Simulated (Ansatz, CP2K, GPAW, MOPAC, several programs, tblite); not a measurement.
# MgO from cheap methods to r2SCAN

Aim: run MgO through methods of unlike cost and see what each gets, and at what price.

Method: no spin polarisation, static lattice; gaps from single points on the cell relaxed beforehand with r²SCAN, in MOPAC, tblite, CP2K, GPAW, Ansatz (versions at each run).

### Step 1. The system as given

It takes space group P6_3/mmc (No. 194, hexagonal). The conventional cell has a = 3.484 Å, b = 3.484 Å, c = 4.185 Å, α = 90.00°, β = 90.00°, γ = 120.00°. Mg (site symmetry -6m2) is surrounded by 5 O at 2.01 to 2.09 Å. O (site symmetry -6m2) has 5 Mg at 2.01 to 2.09 Å as nearest neighbours.

As a file:

```
Mg O
1.0
     3.48402    0.00000    0.00000
    -1.74201    3.01725    0.00000
     0.00000    0.00000    4.18532
Mg O
2 2
Direct
  0.33333 0.66667 0.25000
  0.66667 0.33333 0.75000
  0.66667 0.33333 0.25000
  0.33333 0.66667 0.75000
```

The structure type (flat hexagonal layers, h-BN or h-MgO type) is imposed and need not be the compound's stable one.

**Question.** The methods are PM6, PM7, GFN1-xTB (tblite), GFN2-xTB (tblite), PBE/DZVP, PBE/single-zeta, PBE/SZV, coarse PBE, GLLB-SC, PBE, r2SCAN. What gap does r2SCAN give on this cell, and which other methods (full PBE left aside) come nearest to r2SCAN and farthest in gap?

```
                                      quantity                                                                   value
                                        r2SCAN                                  gap 4.09 eV, 11.00 Å³/atom, B₀ 138 GPa
gap: nearest and farthest of the other methods  PBE/DZVP, coarse PBE (about 0.72 eV off); GFN1-xTB (tblite) (-3.89 eV)
```

In words: For the gap (full PBE left aside), PBE/DZVP, coarse PBE tie for nearest to r2SCAN; GFN1-xTB (tblite) is farthest. A minimal basis or a coarse cutoff and mesh shifts results by its own error, so closeness to r2SCAN can be chance. Cluster runs see only the k-points that fold onto the zone centre, so their gaps can miss the band edges. GLLB-SC is compared with its derivative discontinuity added. No volume is given for PM6, PM7, GFN1-xTB (tblite), GFN2-xTB (tblite), PBE/single-zeta, PBE/SZV, coarse PBE, which can hide a larger miss. CPU times run from 0.85 s (coarse PBE) to 64 s (PBE/single-zeta). On this cell PBE/DZVP, PBE/single-zeta, PBE/SZV, GLLB-SC cost more than r2SCAN itself (11 s), so they are no saving here. r2SCAN is a yardstick, not the truth: it usually gives gaps below the measured ones.
